Four atoms in a cell have twelve independent ways to move. Three of these shift the whole crystal and cost nothing, so nine true vibrations remain at the wave vector Γ, where every cell moves alike. In hexagonal diamond (lonsdaleite) all nine share one mass and nearly one bond length, so their frequencies differ only because different motions strain the bonds differently. Two magnitudes are worth remembering for these vibrations: tilting carbon bonds without stretching them gives roughly 500 cm⁻¹, and stretching them gives well over 1000 cm⁻¹.

GPAW 26.7.0 with the C09-vdW functional and PAW data sets (gpaw-data 1.2.1): harmonic phonons of hexagonal diamond at Γ (q row 1), from 0.02 Å displacements in the four-atom cell after relaxing the atoms at fixed cell. Real-space grid spacing 0.16 Å, 12×12×7 k mesh, Fermi–Dirac smearing of 0.05 eV, no spin polarisation.

| row | phonon q row (row) | phonon frequency (cm⁻¹) |
| --- | --- | --- |
| 1 | 1 | 0.0 |
| 2 | 1 | 0.0 |
| 3 | 1 | 0.0 |
| 4 | 1 | 535.0 |
| 5 | 1 | 535.0 |
| 6 | 1 | 1115.1 |
| 7 | 1 | 1181.5 |
| 8 | 1 | 1181.5 |
| 9 | 1 | 1242.4 |
| 10 | 1 | 1290.2 |
| 11 | 1 | 1290.2 |
| 12 | 1 | 1310.9 |

**The chain behind the table.** At Γ all atoms at the same height along the hexagonal axis $c$ move together, so the crystal acts as a chain of carbon planes, four to a cell. Two kinds of link alternate along it. One is a single bond parallel to $c$, the axial bond; the other is a buckled layer, in which three slanted bonds join two planes only 0.5 Å apart. Motion across $c$ has two equivalent directions and appears in the table as pairs of equal frequencies, while motion along $c$ appears as single values.

Symmetry fixes the patterns of motion completely. Number the planes 1 to 4, with axial bonds between 1 and 2 and between 3 and 4, and write + or − for the direction in which each plane moves. Apart from the uniform shift, each direction of motion allows only three patterns: + − + −, + + − − and + − − +. The first strains every link, the second only the buckled layers, and the third only the axial bonds.

Now let springs join adjacent planes only, with stiffness $k_a$ for the axial link and $k_b$ for the buckled layer, each counted per atom. A strained link changes by twice the displacement of one plane, so with atomic mass $m$ and angular frequency $\omega$ the three patterns obey

$$m\omega_{+-+-}^2=2(k_a+k_b),\qquad m\omega_{++--}^2=2k_b,\qquad m\omega_{+--+}^2=2k_a .$$

The stiffnesses drop out of the sum. The square of the alternating frequency must equal the sum of the other two squares, once for motion across $c$ and once for motion along it.

**Rows 1 to 3: the zeros.** These are the uniform shifts. Translation requires their frequency to vanish, but forces computed on a grid usually miss this condition slightly. Zeros this exact suggest that it was imposed afterwards, and then they are no measure of the accuracy of the calculation.

**Rows 4 and 5: sliding layers.** The lowest pair, at 535 cm⁻¹, is best read as the pattern + − − +, in which each buckled layer slides as a rigid sheet against the next. The only links strained are the axial bonds, and sideways motion tilts them without changing their length to first order. The restoring force therefore comes mainly from bond angles. This is why an optical vibration of so stiff a crystal can lie so low.

**Rows 7, 8, 10 and 11: the rule holds.** The pair at 1181.5 cm⁻¹ is then the pattern + + − −, which shears the buckled layers and stretches their slanted bonds. Together with the sliding pair it predicts the alternating pair:

$$\sqrt{535^2+1181.5^2}\ \text{cm}^{-1}\approx 1297\ \text{cm}^{-1}.$$

The calculation gives 1290 cm⁻¹ in rows 10 and 11, which were not used in the estimate. The prediction is too high by about half a percent of the computed value. The grid used in the calculation brings an error of unknown size, so this small difference deserves no explanation of its own. The success does rest on the choice of labels: with rows 7 and 8 as the alternating pair, the miss would be 18 percent.

**Rows 6, 9 and 12: the rule breaks.** The same step for motion along $c$ combines the single values 1115 and 1242 cm⁻¹ and predicts 1669 cm⁻¹ for the alternating pattern. Row 12 lies at 1311 cm⁻¹, so the prediction is too high by 27 percent of the computed value. A chain that works almost perfectly for sideways motion fails badly for motion along its own axis.

The table lists frequencies, not patterns, so the choice of row 12 as the alternating motion rests on an argument. In ordinary cubic diamond the alternating motions along and across the chain have the same frequency, because the crystal is cubic. Hexagonal stacking should separate them only modestly, and the top pair and the top single value are indeed close neighbours. The break does not depend on this choice: taking row 9 or row 6 as the alternating motion would make the miss larger still.

**What the break measures.** Add a spring of stiffness $k_2$ between each plane and its second neighbours above and below. In the alternating pattern second neighbours move together, so the new springs stay unstrained and row 12 does not feel them. In the other two patterns second neighbours move oppositely, and each $m\omega^2$ rises by $4k_2$. The sum of those two squares then exceeds the alternating square by $8k_2/m$, and this excess is the break.

With row 12 as the alternating motion, the coupling to both second neighbours together, $2k_2$, is about 31 percent of $k_a+k_b$. For sideways motion the same ratio is only about half a percent. If the coupling were removed and the adjacent springs kept, row 6 would drop to about 840 cm⁻¹ and row 9 to about 1005 cm⁻¹. In this picture the two lower frequencies are pushed up. The same coupling can also be written as a link between the axial stretch and the height of the buckled layer. It then acts only on the alternating pattern, which strains both at once, and lowers its frequency. The two descriptions are equivalent.

**Why planes without a common bond feel each other.** Second-neighbour planes share no bond, but they do share a carbon atom between them, which is bonded to both. A positive $k_2$ resists any change in their distance, which is the axial length plus the height of the buckled layer. When the axial bond lengthens, the energy is therefore lower if the buckled layer flattens. The alternating motion along $c$ does exactly this, so it costs less than the two separate strains added together. Chemistry suggests why: a carbon atom that is losing one of its four bonds tends towards a planar arrangement of the other three, as in the methyl radical.

The same picture explains why the pairs escape. Sideways motion does not lengthen the axial bond to first order, so the carbon atom receives no signal to flatten its other three bonds. The break should appear where a motion stretches the axial bond or changes the height of the buckled layer, and it should nearly vanish where the axial bond only tilts. The table shows this division between single values and pairs; the flattening of the carbon atom as its cause is an argument from bonding.

**How much a simple force field explains.** The Keating model assigns an energy to changes in bond length and to changes in the scalar product of two bond vectors at the same atom. Let the axial bond lengthen by $x$ and the buckled layer grow in height by $h$. For ideal tetrahedral bonds, the product of the axial vector with each slanted one then changes in proportion to $h+x/3$. Squaring this gives a positive term in $xh$, which is the coupling between stretching and flattening. A sideways shift of a slanted neighbour leaves its product with the axial vector unchanged, so the pairs receive no such term.

Carried through the chain, the model predicts no break for the pairs. For the single values it predicts an excess in the squared frequencies of 1.5 times the square of the lowest pair's frequency, because both come from the same angular stiffness. This accounts for about 40 percent of the computed break. Starting from rows 4, 6 and 9, it would place the alternating motion at about 1535 cm⁻¹, which is nearer to row 12 than the plain chain but still far too high. The model has the right sign and the right selectivity, but too little strength.

**Rows 10 to 12: the top of the table.** The alternating single value lies about 21 cm⁻¹ above the alternating pair. This gap is much smaller than the break in the rule, and its order is less secure. The atoms were relaxed in a fixed cell whose ratio of height to edge has the ideal value 1.633, and the axial and slanted bonds came out almost equal. A cell free to change its shape could shift the two frequencies by different amounts and might reverse them.

**The rest of the break.** The other 60 percent needs a further term. A plausible candidate is a direct coupling between bond lengths at the same atom, so that stretching one bond strengthens and shortens its neighbours. Like the angular term, it breaks the rule for motion along $c$ but not for the sideways pairs. The break alone therefore cannot separate the two, but the other frequencies show whether the idea is at least consistent.

Take the stretching and angular constants from the two lower pairs, and the new constant from the break. The extended model then puts the two lower single values at about 1106 and 1236 cm⁻¹, close to the computed 1115 and 1242 cm⁻¹. The Keating model without the new term gives only 951 and 1099 cm⁻¹. This agreement is weaker evidence than it looks. The pairs and the break already fix the sum of the two squares, and the difference between the squares comes out the same with or without the new term. The good match in that difference is thus a success of the Keating part. The coupling between bond lengths fits the table but is not singled out by it, and vibrations at other wave vectors would be needed to test it.
